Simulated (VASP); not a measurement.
# Sb8H in VASP: further runs

The runs below take Sb8H through single point, relaxation of the atoms, with PBE.

All numbers are computed with VASP 6.6.1; they aren't measurements. Logs are shortened: lines on timing, memory, paths and dates and some standing lists are left out, and cuts for length are marked.

### 1 The slab as given

The cell holds a slab with vacuum, 9 atoms: a = 4.308 Å, b = 4.308 Å, c = 28.783 Å, α = 90.00°, β = 90.00°, γ = 120.00°.

The cell was built by a generator and needn't be a form met in nature.

### 2 Single point, PBE

The input, INCAR:

```
SYSTEM = Sb8H
ALGO = Fast
DIPOL = 0.5 0.5 0.537
EDIFF = 1E-7
ENCUT = 520
GGA = PE
IDIPOL = 3
ISIF = 2
ISMEAR = 0
LASPH = .TRUE.
LCHARG = .FALSE.
LDIPOL = .TRUE.
LREAL = .FALSE.
LWAVE = .FALSE.
NBANDS = 30
NELM = 100
PREC = Accurate
SIGMA = 0.05
```

The input, KPOINTS:

```
k-points
0
G
  10 10 1
  0 0 0
```

The input, POSCAR:

```
Sb8H
1.0
    4.3084000000      0.0000000000      0.0000000000
   -2.1542000000      3.7311838497      0.0000000000
    0.0000000000      0.0000000000     28.7832128000
Sb H
8 1
Direct
    0.6666666667      0.3333333333      0.2779397858
    0.0000000000      0.0000000000      0.3303735711
    0.3333333333      0.6666666667      0.4144421113
    0.6666666667      0.3333333333      0.4689904429
    0.0000000000      0.0000000000      0.5496286674
    0.3333333333      0.6666666667      0.6053553964
    0.6666666667      0.3333333333      0.6826272674
    0.0000000000      0.0000000000      0.7396760541
    0.3333333333      0.6666666667      0.7598234557
```

Potentials or basis: VASP PAW PBE potentials, release 64 (Sb, H).

On the command line:

```
> cat potpaw_PBE.64/Sb/POTCAR potpaw_PBE.64/H/POTCAR > POTCAR
> mpirun -np 1 vasp_std > vasp.out
```

OUTCAR:

```text
SYSTEM = Sb8H
   EDIFF = 1E-7
   ENCUT = 520
   GGA = PE
   ISIF = 2
   ISMEAR = 0
   LASPH = .TRUE.
   LREAL = .FALSE.
   NELM = 100
   PREC = Accurate

 ion  position               nearest neighbor table
   1  0.667  0.333  0.278-   2 2.91   2 2.91   2 2.91
   2  0.000  0.000  0.330-   1 2.91   1 2.91   1 2.91   3 3.47   3 3.47   3 3.47
   3  0.333  0.667  0.414-   4 2.94   4 2.94   4 2.94   2 3.47   2 3.47   2 3.47
   4  0.667  0.333  0.469-   3 2.94   3 2.94   3 2.94   5 3.40   5 3.40   5 3.40
   5  0.000  0.000  0.550-   6 2.96   6 2.96   6 2.96   4 3.40   4 3.40   4 3.40
   6  0.333  0.667  0.605-   5 2.96   5 2.96   5 2.96   7 3.34   7 3.34   7 3.34
   7  0.667  0.333  0.683-   8 2.98   8 2.98   8 2.98   6 3.34   6 3.34   6 3.34
   8  0.000  0.000  0.740-   7 2.98   7 2.98   7 2.98
   9  0.333  0.667  0.760-

  LATTYP: Found a hexagonal cell.
 ALAT       =     4.3084000000
 C/A-ratio  =     6.6807197103

  Lattice vectors:

 A1 = (   4.3084000000,   0.0000000000,   0.0000000000)
 A2 = (  -2.1542000000,   3.7311838497,   0.0000000000)
 A3 = (   0.0000000000,   0.0000000000,  28.7832128000)

Analysis of symmetry for initial positions (statically):
=====================================================================
 Subroutine PRICEL returns:
 Original cell was already a primitive cell.

 Routine SETGRP: Setting up the symmetry group for a
 hexagonal supercell.

 Subroutine GETGRP returns: Found  6 space group operations
 (whereof  6 operations were pure point group operations)
 out of a pool of 24 trial point group operations.

The static configuration has the point symmetry C_3v.

Analysis of symmetry for dynamics (positions and initial velocities):
=====================================================================
 Subroutine PRICEL returns:
 Original cell was already a primitive cell.

 Routine SETGRP: Setting up the symmetry group for a
 hexagonal supercell.

 Subroutine GETGRP returns: Found  6 space group operations
 (whereof  6 operations were pure point group operations)
 out of a pool of 24 trial point group operations.

The dynamic configuration has the point symmetry C_3v.

 Subroutine INISYM returns: Found  6 space group operations
 (whereof  6 operations are pure point group operations),
 and found     1 'primitive' translations

----------------------------------------------------------------------------------------

                                     Primitive cell

  volume of cell :     462.7026

  direct lattice vectors                    reciprocal lattice vectors
     4.308400000  0.000000000  0.000000000     0.232104726  0.134005726  0.000000000
    -2.154200000  3.731183850  0.000000000     0.000000000  0.268011452  0.000000000
     0.000000000  0.000000000 28.783212800     0.000000000  0.000000000  0.034742473

  length of vectors
     4.308400000  4.308400000 28.783212800     0.268011452  0.268011452  0.034742473

  position of ions in fractional coordinates (direct lattice)
     0.666666667  0.333333333  0.277939786
     0.000000000  0.000000000  0.330373571
     0.333333333  0.666666667  0.414442111
     0.666666667  0.333333333  0.468990443
     0.000000000  0.000000000  0.549628667
     0.333333333  0.666666667  0.605355396
     0.666666667  0.333333333  0.682627267
     0.000000000  0.000000000  0.739676054
     0.333333333  0.666666667  0.759823456

  ion indices of the primitive-cell ions
   primitive index   ion index
                 1           1
                 2           2
                 3           3
                 4           4
                 5           5
                 6           6
                 7           7
                 8           8
                 9           9

----------------------------------------------------------------------------------------

 KPOINTS: k-points

Automatic generation of k-mesh.
 Grid dimensions read from file:
 generate k-points for:   10   10    1

 Generating k-lattice:

  Cartesian coordinates                     Fractional coordinates (reciprocal lattice)
     0.023210473  0.013400573  0.000000000     0.100000000 -0.000000000  0.000000000
     0.000000000  0.026801145  0.000000000     0.000000000  0.100000000  0.000000000
     0.000000000  0.000000000  0.034742473     0.000000000  0.000000000  1.000000000

  Length of vectors
     0.026801145  0.026801145  0.034742473

  Shift w.r.t. Gamma in fractional coordinates (k-lattice)
     0.000000000  0.000000000  0.000000000

 Subroutine IBZKPT returns following result:
 ===========================================

 Found     14 irreducible k-points:

 Following reciprocal coordinates:
            Coordinates               Weight
  0.000000  0.000000  0.000000      1.000000
  0.100000  0.000000  0.000000      6.000000
  0.200000  0.000000  0.000000      6.000000
  0.300000  0.000000  0.000000      6.000000
  0.400000  0.000000  0.000000      6.000000
  0.500000 -0.000000  0.000000      3.000000
  0.100000  0.100000  0.000000      6.000000
  0.200000  0.100000  0.000000     12.000000
  0.300000  0.100000  0.000000     12.000000
  0.400000  0.100000  0.000000     12.000000
  0.200000  0.200000  0.000000      6.000000
  0.300000  0.200000  0.000000     12.000000
  0.400000  0.200000  0.000000      6.000000
  0.300000  0.300000  0.000000      6.000000
   k-points           NKPTS =     14   k-points in BZ     NKDIM =     14   number of bands    NBANDS=     30
   number of dos      NEDOS =    301   number of ions     NIONS =      9
   total plane-waves  NPLWV = 221184
   dimension x,y,z NGX =    32 NGY =   32 NGZ =  216
   dimension x,y,z NGXF=    64 NGYF=   64 NGZF=  432
   ions per type =               8   1
   NGX,Y,Z   is equivalent  to a cutoff of  12.35, 12.35, 12.48 a.u.
   NGXF,Y,Z  is equivalent  to a cutoff of  24.70, 24.70, 24.95 a.u.
 SYSTEM =  Sb8H
   PREC   = accura    normal or accurate (medium, high low for compatibility)
   ISTART =      0    job   : 0-new  1-cont  2-samecut
   ICHARG =      2    charge: 1-file 2-atom 10-const
   ISPIN  =      1    spin polarized calculation?
   LNONCOLLINEAR =      F non collinear calculations
   LSORBIT =      F    spin-orbit coupling
   LASPH  =      T    aspherical Exc in radial PAW
   ENCUT  =  520.0 eV  38.22 Ry    6.18 a.u.   8.01  8.01 53.52*2*pi/ulx,y,z
   NELM   =    100;   NELMIN=  2; NELMDL= -5     # of ELM steps
   EDIFF  = 0.1E-06   stopping-criterion for ELM
   LREAL  =      F    real-space projection
[... 7 lines left out ...]
   TEBEG  =    0.0;   TEEND  =   0.0 temperature during run
   PSTRESS=    0.0 pullay stress
   NELECT =      41.0000    total number of electrons
   NUPDOWN=      -1.0000    fix difference up-down
   EMIN   =  10.00;   EMAX   =-10.00  energy-range for DOS
   EFERMI =   0.00;   METHOD = LEGACY
   ISMEAR =     0;   SIGMA  =   0.05  broadening in eV -4-tet -1-fermi 0-gaus
   EFERMI_NEDOS =   21; number of points for ismear=-14 and -15
   IALGO  =     68    algorithm
   IMIX   =      4    mixing-type and parameters
     AMIX     =   0.40;   BMIX     =  1.00
     AMIX_MAG =   1.60;   BMIX_MAG =  1.00
  volume/ion in A,a.u.               =      51.41       346.94
  Fermi-wavevector in a.u.,A,eV,Ry     =   0.729853  1.379222  7.247627  0.532686
  Thomas-Fermi vector in A             =   1.821678
   LORBIT       =      0    0 simple, 1 ext, 2 COOP (PROOUT), +10 PAW based schemes
   GGA     = PE    functional components
   LHFCALC =     F    Hartree Fock is set to
   AEXX    =    0.0000 exact exchange contribution
   IVDW    =     0    specifies the selected vdW correction
   LEPSILON=     F    determine dielectric tensor
   LRPA    =     F    only Hartree local field effects (RPA)
 non-spin polarized calculation
 RMM-DIIS sequential band-by-band and
 Gauss-broadening in eV      SIGMA  =   0.05
  energy-cutoff  :      520.00
  volume of cell :      462.70
 maximum number of plane-waves:     12512
   NGX = 17   NGY = 17   NGZ =107

 dipolmoment           0.000000      0.000000     -0.025964 electrons x Angstroem

 number of electron      40.9999999 magnetization

 dipolmoment           0.000000      0.000000      0.055715 electrons x Angstroem

 Free energy of the ion-electron system (eV)
  ---------------------------------------------------
  ext. energy  EPLUGINS =         0.00000000
  ---------------------------------------------------
  free energy    TOTEN  =       -34.77269980 eV

  energy without entropy =      -34.76786857  energy(sigma->0) =      -34.77028419

 E-fermi :   1.4084     XC(G=0):  -5.6490

 val. band max:        1.3432674477   @ k =   0.3000   0.3000   0.0000
 cond. band min:       1.4184973800   @ k =   0.2000   0.2000   0.0000
 fundamental gap:      0.0752299323
 Fermi energy:         1.4084004130

 k-point     1 :       0.0000    0.0000    0.0000
  band No.  band energies     occupation
      1     -10.6460      2.00000
      2     -10.3465      2.00000
      3      -9.9345      2.00000
      4      -9.4114      2.00000
      5      -6.8380      2.00000
      6      -5.9226      2.00000
[... 22 lines left out ...]
     29       3.5320      0.00000
     30       3.5320      0.00000

 k-point     2 :       0.1000    0.0000    0.0000
  band No.  band energies     occupation
      1     -10.5483      2.00000
      2     -10.2502      2.00000
      3      -9.8413      2.00000
      4      -9.3216      2.00000
      5      -6.7925      2.00000
      6      -5.9126      2.00000
[... 388 lines left out ...]
 k-point    14 :       0.3000    0.3000    0.0000
  band No.  band energies     occupation
      1      -8.2602      2.00000
      2      -8.0896      2.00000
      3      -7.9126      2.00000
      4      -7.5704      2.00000
      5      -7.5064      2.00000
      6      -7.4374      2.00000
[... 22 lines left out ...]
     29       5.3543      0.00000
     30       5.8568      0.00000

------------------------ aborting loop because EDIFF is reached ----------------------------------------

 vacuum level on the upper side and lower side of the slab       (xc-potential included)         0.229        -0.417

  FORCE on cell =-STRESS in cart. coord.  units (eV):
  Direction    XX          YY          ZZ          XY          YZ          ZX
  --------------------------------------------------------------------------------------
  -------------------------------------------------------------------------------------
  Total       -2.4165424     -2.4165424      0.5587218      0.0000000     -0.0000000      0.0000000
  in kB       -8.3676415     -8.3676415      1.9346583      0.0000000     -0.0000000      0.0000000
  external PRESSURE =      -4.9335416 kB  Pullay stress =       0.0000000 kB

 VOLUME and BASIS-vectors are now :
 -----------------------------------------------------------------------------
  energy-cutoff  :      520.00
  volume of cell :      462.70
      direct lattice vectors                 reciprocal lattice vectors
     4.308400000  0.000000000  0.000000000     0.232104726  0.134005726  0.000000000
    -2.154200000  3.731183850  0.000000000     0.000000000  0.268011452  0.000000000
     0.000000000  0.000000000 28.783212800     0.000000000  0.000000000  0.034742473

 POSITION                                       TOTAL-FORCE (eV/Angst)
 -----------------------------------------------------------------------------------
      2.15420      1.24373      8.00000         0.000000      0.000000     -0.386458
      0.00000      0.00000      9.50921         0.000000     -0.000000      0.402431
     -0.00000      2.48746     11.92898        -0.000000     -0.000000     -0.043409
      2.15420      1.24373     13.49905         0.000000     -0.000000      0.039006
      0.00000      0.00000     15.82008        -0.000000      0.000000     -0.031469
     -0.00000      2.48746     17.42407         0.000000     -0.000000      0.029186
      2.15420      1.24373     19.64821        -0.000000     -0.000000     -0.018295
      0.00000      0.00000     21.29025         0.000000     -0.000000      0.011546
     -0.00000      2.48746     21.87016         0.000000     -0.000000     -0.002538
 -----------------------------------------------------------------------------------
    total drift:                               -0.000000      0.000000      0.000163

  FREE ENERGIE OF THE ION-ELECTRON SYSTEM (eV)
  ---------------------------------------------------
  free  energy   TOTEN  =       -34.7726998048 eV

  energy  without entropy=      -34.7678685684  energy(sigma->0) =      -34.77028419

 vacuum level on the upper side and lower side of the slab         6.309         5.654
```

Run time: 9.1 min. Hardware: 1 thread of Intel Xeon Platinum 8259CL at 2.50GHz (Skylake/Cascade Lake), shared host; peak memory 0.57 GiB.

What came out:

| Quantity | Value |
| --- | --- |
| Free energy | -34.7727 eV |
| Largest force | 0.402 eV/Å |
| Band gap on the k mesh | none (metal or under the smearing width) |

Forces in eV/Å, atoms in the order of the input:
```
Sb   0.000  0.000 -0.386
Sb   0.000  0.000  0.402
Sb   0.000  0.000 -0.043
Sb   0.000  0.000  0.039
Sb   0.000  0.000 -0.031
Sb   0.000  0.000  0.029
Sb   0.000  0.000 -0.018
Sb   0.000  0.000  0.012
H    0.000  0.000 -0.003
```

Spin-orbit coupling is left out, which matters for the levels of Sb.

(Part 1 of 2 ends here.)
